The volume per atom is the volume of the crystal's repeating cube divided by the eight atoms in it. Here each metal of the row except technetium, which is missing from the table, was placed in the A15 structure, and the cube was relaxed to its lowest energy with a density functional, with magnetism switched off. From zirconium to cadmium, this volume can be estimated by hand from the atomic number alone.

Period 5 metals in the beta-tungsten (A15) structure, with cell and atoms relaxed within its symmetry. Ansatz 0.2.0, r2SCAN density functional, plane-wave PAW, scalar-relativistic, no spin polarisation; cutoff 500 eV, Gaussian smearing 0.1 eV, k meshes 4×4×4 to 8×8×8. Energies are relative to the elements' standard states.

```tsv
element	Z	valence electrons	volume per atom (Å³)	shortest distance (Å)	energy over elements (eV/atom)
Rb	37	1	95.08	5.103	0.006
Sr	38	2	56.72	4.296	0.035
Y	39	3	34.52	3.640	0.296
Zr	40	4	23.06	3.182	0.175
Nb	41	5	18.50	2.957	0.103
Mo	42	6	15.88	2.810	0.113
Ru	44	8	13.92	2.689	0.411
Rh	45	9	14.19	2.707	0.318
Pd	46	10	15.33	2.778	0.136
Ag	47	11	17.85	2.922	0.099
Cd	48	12	21.99	3.133	0.035
In	49	3	27.07	3.357	0.049
Sn	50	4	27.84	3.388	0.316
```

**Rubidium to yttrium.** The row begins near the limit of weak bonding. Theory describes rubidium as ion cores held together by one loosely bound s electron per atom, and its volume is 95 Å³. Each further electron strengthens the bonding and draws the cores together, so that yttrium needs only 35 Å³. From here to palladium the added electrons enter mainly the d band.

**Zirconium to molybdenum.** Consider the two limits of a d band that holds $n$ of its ten electrons. An empty band gives no bonding, and a full one gives none either, because its antibonding states are then occupied too. The simplest expression with both limits is $n(10-n)$, which is largest at half filling. In the usual tight-binding picture this attraction falls with distance $r$ as $r^{-5}$ and the repulsion as $r^{-10}$. With $V$ for the volume per atom and constants $A$ and $B$, the energy is

$$E = A\,V^{-10/3} - B\,n(10-n)\,V^{-5/3}.$$

Setting its slope to zero gives

$$\ln V = \text{const} - \tfrac{3}{5}\ln[n(10-n)].$$

Near half filling this is a parabola in $n$, with a coefficient of $\tfrac{3}{5}\cdot\tfrac{1}{25}$, or 0.024, for the squared term.

**Ruthenium.** If band filling were all, the smallest volume would lie near group 6, where the d band is about half full. Zirconium and ruthenium, two places to either side, would then be equally large. In the table zirconium is 1.66 times as large as ruthenium, which has the smallest volume of all. The standard explanation is that the d orbitals contract as the nuclear charge rises, so atoms must move closer to overlap equally well. This adds a downward slope to the parabola and shifts its minimum to the right; how far is read from the table, not derived.

A parabola for $\ln V$, fitted to the eight metals from zirconium to cadmium, has its minimum at group 8.1 and a coefficient of 0.030. The 0.024 derived above, counting one more d electron per group, is about a fifth smaller. It also holds only near half filling: towards a full band the derived volume grows without limit, while the computed volumes keep to the parabola. The derivation therefore suggests a parabola only for the middle of the d band, and both the numbers and the reach of the rule come from the fit. Rounded for use by hand, the fitted parabola becomes

$$V \approx 14\ \text{Å}^3 \times e^{\,0.03\,(G-8)^2}, \qquad G = Z-36,$$

where $Z$ is the atomic number and $G$ is the group number. It is enough to remember the factors for zero to four steps from group 8: 1, 1.03, 1.13, 1.31 and 1.62.

Take niobium, with $Z = 41$. Then $G = 5$, three steps from 8, and the exponent is $0.03 \times 9 = 0.27$. The factor is 1.31, and $14 \times 1.31$ gives 18.3 Å³, about 1% below the computed 18.5 Å³.

**Rhodium to cadmium.** Past the minimum the volumes grow again, almost as a mirror image of the left side. Palladium, two steps from group 8, gets the factor 1.13 and hence 15.8 Å³. The calculation gives 15.3 Å³, so the estimate is 3% too high, the largest error between zirconium and cadmium. Both worked metals were part of the fit.

At silver and cadmium the d band is full, and the formula for d bonding no longer applies. The s and p electrons still hold the metal together, so the volume stays finite. That it continues along the same parabola is a finding of the table, not a result of the derivation.

Over these eight metals the rounded rule has a typical error of 2%, while the volumes themselves differ by up to a factor of 1.66. Lengths come out better still, with about a third of the relative error. The closest neighbours in this structure stand in straight chains, spaced by exactly $V^{1/3}$. The column "shortest distance" lists the next contact, which is $\sqrt5/2$ times as long.

**Indium and tin.** Here $G$ runs on to 13 and 14, although the column of valence electrons starts afresh. The d shell is now core-like, and the added electrons are p electrons, which take part in bonding. The volume still grows by 23% from cadmium to indium, but by only 3% from indium to tin. The table does not show why the growth slows so abruptly. The parabola keeps climbing and overshoots tin by 48%. At the other end the rule is too low, by 14% for yttrium and 36% for rubidium. It should be kept to four steps on either side of group 8, a range chosen by where it works.

The rule gives the size of the cell, not the metal's readiness to adopt it. Zirconium and cadmium have nearly the same volume, yet lie 0.175 and 0.035 eV per atom above their ordinary forms. The output below compares rule and calculation for every metal.

Output of the analysis:

```
fit of lnV on 8 rows (abs(away) <= 4): constant 2.629 +/- 0.0025, coefficient of away -0.006343 +/- 0.00057, coefficient of away**2 0.03027 +/- 0.00027; rms 0.00346, worst Pd 0.00727, leave-one-out rms 0.00551
  rows outside the fit (model, value, miss): Rb 4.156, 4.555, -0.398; Sr 3.757, 4.038, -0.282; Y 3.417, 3.542, -0.124; In 3.354, 3.298, 0.0554; Sn 3.68, 3.326, 0.354
Rounded rule against the calculation:
  row  steps from group 8  factor  rule volume (A^3)  computed volume (A^3)  error (%)  rule chain contact (A)  computed chain contact (A)
   Rb                  -7   4.349              60.89                  95.08     -35.96                   3.934                       4.564
   Sr                  -6   2.945              41.23                  56.72     -27.32                   3.455                       3.842
    Y                  -5   2.117              29.64                  34.52     -14.14                   3.095                       3.256
   Zr                  -4   1.616              22.63                  23.06     -1.886                   2.828                       2.846
   Nb                  -3    1.31              18.34                   18.5    -0.8676                   2.637                       2.645
   Mo                  -2   1.127              15.78                  15.88    -0.5985                   2.509                       2.514
   Ru                   0       1                 14                  13.92     0.5747                    2.41                       2.406
   Rh                   1    1.03              14.43                  14.19      1.666                   2.434                       2.421
   Pd                   2   1.127              15.78                  15.33      2.968                   2.509                       2.484
   Ag                   3    1.31              18.34                  17.85      2.742                   2.637                       2.613
   Cd                   4   1.616              22.63                  21.99      2.888                   2.828                       2.802
   In                   5   2.117              29.64                  27.07      9.487                   3.095                       3.003
   Sn                   6   2.945              41.23                  27.84      48.08                   3.455                       3.031
Group number at the minimum of the fitted parabola: 8.105
Curvature of ln V per step squared expected from d-band bonding near half filling: 0.024
Largest error of the rounded rule from Zr to Cd (%): 2.968
Root mean square error of the rounded rule from Zr to Cd (%): 2.014
Largest over smallest volume from Zr to Cd (ratio): 1.657
Volume of Zr over volume of Ru (ratio): 1.657
Volume of Cd relative to Zr (%): -4.64
Volume of Ag relative to Nb (%): -3.514
Volume of Pd relative to Mo (%): -3.463
Volume change from In to Sn (%): 2.844
Energy over elements of Zr less that of Cd (eV/atom): 0.14
```
